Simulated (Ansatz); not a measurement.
Output of an Ansatz run (abridged):

```
WARN ansatz: RAYON_NUM_THREADS=1 ignored (pool sized by the plan → 1); use --threads N
Pseudopotentials: kind: paw
Pseudopotential: In, paw, valence charge 13
Pseudopotential: Cu, paw, valence charge 19
Pseudopotential: S, paw, valence charge 6
Crystal: 8 atoms, lattice volume = 179.224 Å³
Basis set: ecut = 420 eV, 3531 PW (Γ), exchange–correlation on 96×96×96 points (8 copies of the dense FFT grid, shifted against one another)
Bands: 53, of which v1, the nominal top of the filled ones, is band 44 counted from 1 (43 counted from 0)
Symmetry: 8 space group operations
Space group: I-42d (ITA 122), of the structure as read, at distance tolerance 5.6e-5 Å
k-points: 13 of 64 (time reversal used)
Initial density: superposition of atomic densities (neutral atoms: chi_scale 0, normalization atom), corrected by the library's trained network
Initial wavefunctions: pseudopotential atomic-orbital guess
Eigensolver: davidson
Functional: x = pbe(κ = 0.804, μ = 0.2195149727645171), c = pbe(β = 0.06672455060314922)
SCF iter   1: F=—  HF=-28058.203954 eV  |F-HF|=—  |Δ(HF+E_count)|=         —  Δρ=6.01e-4  dr2=5.81e-4  ethr=1.77e-3  ⟨swp⟩=7.5  Hψ=2701  notcnv=0
all-band conjugate gradients solve this SCF's bands
preconditioner: auto → Resta (q_TF=auto, 2.423 Å⁻¹)
SCF iter   2: F=—  HF=-28058.205508 eV  |F-HF|=—  |Δ(HF+E_count)|=   1.55e-3  Δρ=4.93e-4  dr2=2.56e-4  ethr=6.60e-7  ⟨swp⟩=3.0  Hψ=1492  notcnv=0
SCF iter   3: F=—  HF=-28058.205661 eV  |F-HF|=—  |Δ(HF+E_count)|=   1.53e-4  Δρ=4.91e-4  dr2=2.81e-4  ethr=2.91e-7  ⟨swp⟩=2.0  Hψ=1222  notcnv=0
SCF iter   4: F=—  HF=-28058.205670 eV  |F-HF|=—  |Δ(HF+E_count)|=   8.60e-6  Δρ=9.38e-5  dr2=9.61e-6  ethr=2.91e-7  ⟨swp⟩=2.0  Hψ=855  notcnv=0
SCF iter   5: F=—  HF=-28058.205673 eV  |F-HF|=—  |Δ(HF+E_count)|=   2.94e-6  Δρ=3.31e-5  dr2=1.63e-6  ethr=1.09e-8  ⟨swp⟩=2.0  Hψ=975  notcnv=0
SCF iter   6: F=—  HF=-28058.205674 eV  |F-HF|=—  |Δ(HF+E_count)|=   1.60e-6  Δρ=1.04e-5  dr2=1.41e-7  ethr=1.85e-9  ⟨swp⟩=2.0  Hψ=980  notcnv=0
SCF iter   7: F=-28058.205674 eV  HF=-28058.205674 eV  |F-HF|=7.04e-9  |Δ(HF+E_count)|=   1.51e-7  Δρ=3.51e-6  dr2=1.40e-8  ethr=1.14e-10  ⟨swp⟩=8.6  Hψ=2602  notcnv=0
SCF 1 converged in 7 iterations: F = -28058.205674 eV  dr2 = 1.40e-8
SCF converged after 7 iterations
Free energy (F): -28058.205674 eV
Harris-Foulkes:  -28058.205674 eV  (|F-HF|=7.04e-9)
Internal energy: -28058.201094 eV  (E = F + TS)
E sigma→0 (E₀):  -28058.203384 eV
Entropy (-TS):   -0.004580 eV (-0.573 meV/atom)
Fermi energy:    7.389582 eV
--- Per-component energies (eV) ---
  E_band       = -1150.574535
  E_kinetic    = 1509.320553
  E_local      = -15007.077386  (includes V_loc(G=0)·N_el)
  E_nonlocal   = 1647.049848
  E_hartree    = 6517.171224
  E_xc         = -992.616176
  E_vxc        = -772.275210  (∫ρ·V_xc dr)
  E_paw        = -14054.610857  (= ΣΔE_a)
  E_vpaw       = -1561.923768  (= ΣTr[D̂ρ^β])
  E_aug_tail   = 0.000654  (compensation charges beyond the density's cutoff)
  E_ewald      = -7677.438955
  E_smearing   = -0.004580  (= −TS)
  E_closure    = 0.000000  (closes the sum)
  Σ components = -28058.205674   (vs F -28058.205674, Δ=0.00e0)
--- Forces (eV/Å), atoms counted from 1 ---
  atom   1  In     0.00000000     0.00000000     0.00000000
  atom   2  In     0.00000000     0.00000000     0.00000000
  atom   3  Cu     0.00000000     0.00000000    -0.00000000
  atom   4  Cu     0.00000000     0.00000000    -0.00000000
  atom   5  S      0.01055423     0.00000000    -0.00000000
  atom   6  S      0.00000000    -0.01055423    -0.00000000
  atom   7  S     -0.01055423     0.00000000     0.00000000
  atom   8  S      0.00000000     0.01055423     0.00000000
  max |Σ_I F_I| component: 4.34e-17 eV/Å
--- Stress (GPa, compression-positive) ---
       -1.491554      -0.000000       0.000000
        0.000000      -1.491554       0.000000
        0.000000      -0.000000      -1.528020
  P = ⅓ Tr σ = -1.5037 GPa (-15.037 kbar)
  The stress holds the Pulay correction. Without it, at fixed plane waves, as pw.x and ABINIT print it: P = -1.5446 GPa
--- Band table (eV; the first three rows and the last of 13) ---
  k-point 0: bands = ["-104.1047", "-104.1046", "-61.5211", "-61.5210", "-61.4950", "-61.4950", "-61.4949", "-61.4949", "-7.7916", "-7.7815", "-7.7815", "-7.5323", "-7.5133", "-7.5133", "-7.4505", "-7.4472", "-7.4248", "-7.4184", "-6.5571", [...]
  k-point 1: bands = ["-104.1047", "-104.1046", "-61.5211", "-61.5210", "-61.4950", "-61.4950", "-61.4949", "-61.4949", "-7.8039", "-7.8011", "-7.7552", "-7.5736", "-7.5282", "-7.5197", "-7.4444", "-7.4385", "-7.4242", "-7.4212", "-6.2002", [...]
  k-point 2: bands = ["-104.1046", "-104.1046", "-61.5211", "-61.5211", "-61.4950", "-61.4950", "-61.4950", "-61.4950", "-7.8160", "-7.8160", "-7.6750", "-7.6750", "-7.5270", "-7.5270", "-7.4317", "-7.4317", "-7.4267", "-7.4267", "-5.5668", [...]
  k-point 12: bands = ["-104.1046", "-104.1046", "-61.5211", "-61.5211", "-61.4950", "-61.4950", "-61.4949", "-61.4949", "-7.7963", "-7.7963", "-7.6945", "-7.6945", "-7.4875", "-7.4875", "-7.4585", "-7.4585", "-7.4136", "-7.4136", "-5.8569", [...]
```

The structure:

```xyz
8
Lattice="-2.8118 2.8118 5.6671 2.8118 -2.8118 5.6671 2.8118 2.8118 -5.6671" Properties=species:S:1:pos:R:3 pbc="T T T"
In     0.0000     0.0000     5.6671
In     2.8118     0.0000     2.8336
Cu     0.0000     2.8118     2.8336
Cu     0.0000     0.0000     0.0000
S      1.5679     1.4059     7.0839
S      4.2177     1.2439    -1.4168
S      1.2439     1.4059     1.4168
S     -1.4059     1.5679     4.2503
```

**Question.** What input produced this log?

**Answer.** Other spellings and defaults could give the same log, and not every line can be read from it. The input that was run (DFT, PBE, plane waves, default PAW files):

Ansatz 0.2 input:
```yaml
# InCuS2
crystal:
  lattice:
    - [-2.81181600, 2.81181600, 5.66711500]
    - [2.81181600, -2.81181600, 5.66711500]
    - [2.81181600, 2.81181600, -5.66711500]
  atoms:
    - { symbol: In, position: [0.50000000, 0.50000000, 0.00000000] }
    - { symbol: In, position: [0.25000000, 0.75000000, 0.50000000] }
    - { symbol: Cu, position: [0.75000000, 0.25000000, 0.50000000] }
    - { symbol: Cu, position: [0.00000000, 0.00000000, 0.00000000] }
    - { symbol: S, position: [0.87500000, 0.90380000, 0.52880000] }
    - { symbol: S, position: [0.09620000, 0.62500000, 0.97120000] }
    - { symbol: S, position: [0.37500000, 0.34620000, 0.47120000] }
    - { symbol: S, position: [0.65380000, 0.12500000, 0.02880000] }
basis:
  ecutwfc: 420.0
kpoints:
  mp_grid: { grid: [4, 4, 4] }
hamiltonian:
  xc: pbe
  pseudopotentials: { kind: paw }
scf:
  occupations: { method: gaussian, width: 0.136 }
output:
  forces: true
  eigenvalues: true
  stress: true
```

The starting cell comes from a database of computed structures (which also holds hypothetical and non-ambient phases and stackings), without a prior relaxation at this level. Its lattice was rescaled by a random factor within 2.5 % of one. Spin polarisation is off. Ansatz's pressure includes its estimate of the finite-basis (Pulay) stress. The run gives no clean gap (levels at the Fermi energy touch, overlap or are partly filled at this smearing), which alone does not show that the compound is a metal.

Ansatz is an electronic-structure program.
